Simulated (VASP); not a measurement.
ZrC:

```xyz
2
Lattice="0.0000 2.3650 2.3650 2.3650 0.0000 2.3650 2.3650 2.3650 0.0000" Properties=species:S:1:pos:R:3 pbc="T T T"
Zr    2.3650    2.3650    2.3650
C     0.0000    0.0000    0.0000
```

| Item | Value |
| --- | --- |
| Program | VASP 6.6.1 |
| Task | single point |
| Functional | PBEsol |
| Potentials or basis | VASP PAW PBE potentials, release 64 (Zr_sv, C) |
| Cutoff | 520 eV |
| k mesh | 10 × 10 × 10 |
| Occupations | fermi-dirac, width 0.05 eV |
| Spin | no spin polarisation |

On this cell: pressure -8.2 GPa; largest force zero by symmetry; band gap on the k mesh none (metal or under the smearing width).

The same run follows on a disturbed copy (atoms moved at random, drawn with an rms of 0.05 Å):

```
Zr C
1.0
     0.00000    2.36500    2.36500
     2.36500    0.00000    2.36500
     2.36500    2.36500    0.00000
Zr C
1 1
Direct
  0.49014 0.49591 0.50642
  0.98906 0.99528 0.02158
```

Q: What does the disturbed cell give?

A: The energy (extrapolated to zero smearing) moves by +3.9 meV/atom; pressure -8.0 GPa; largest force 0.312 eV/Å; band gap on the k mesh none (metal or under the smearing width).

Forces on the atoms (eV/Å):
```
Zr   0.223  0.217 -0.027
C   -0.223 -0.217  0.027
```

Stress tensor (GPa, compression positive):
```
-7.89 -0.14  0.02
-0.14 -7.91  0.02
 0.02  0.02 -8.15
```

Caveats: the PAW data sets were made with another functional, which shifts forces and pressure a little.
